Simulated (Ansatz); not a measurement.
**B: single point with HSE06 form with a typed share of exact exchange**

Crystal: B.

```
B
1.0
     1.88524    0.00000    0.00000
     0.00000    1.88524    0.00000
     0.00000    0.00000    1.88524
B
1
Direct
  0.50000 0.50000 0.50000
```

The cell was built by a generator and needn't be a form met in nature.

```json
{
  "Program": "Ansatz 0.2.0",
  "Task": "single point",
  "Functional": "HSE06 form with a typed share of exact exchange",
  "Potentials or basis": "Ansatz PAW",
  "Cutoff": "420 eV (not typed: the program's choice for these potentials)",
  "k mesh": "7 × 7 × 7",
  "Occupations": "fermi-dirac, width 0.05 eV",
  "Spin": "no spin polarisation"
}
```

```yaml
Pressure: -4.7 GPa
Band_gap_on_the_k_mesh: none (metal or under the smearing width)
```

Levels at points of the mesh, in eV from the Fermi level:
| k point | band 1 | band 2 | band 3 | band 4 | band 5 |
| --- | --- | --- | --- | --- | --- |
| (0.00, 0.00, 0.00) | -17.91 | 15.35 | 15.35 | 15.35 | 25.54 |

Wall time 2.5 s on 2 threads of Arm Neoverse V1, with other jobs on the host, peak memory 0.37 GiB.

Caveat: the k mesh is coarse (spacing up to 0.48 Å⁻¹), so the values aren't converged, least of all with exact exchange; the PAW data sets come from PBE, with cores solved anew for the run's functional, which leaves a small shift of forces and pressure; the thresholds are loose for stress.
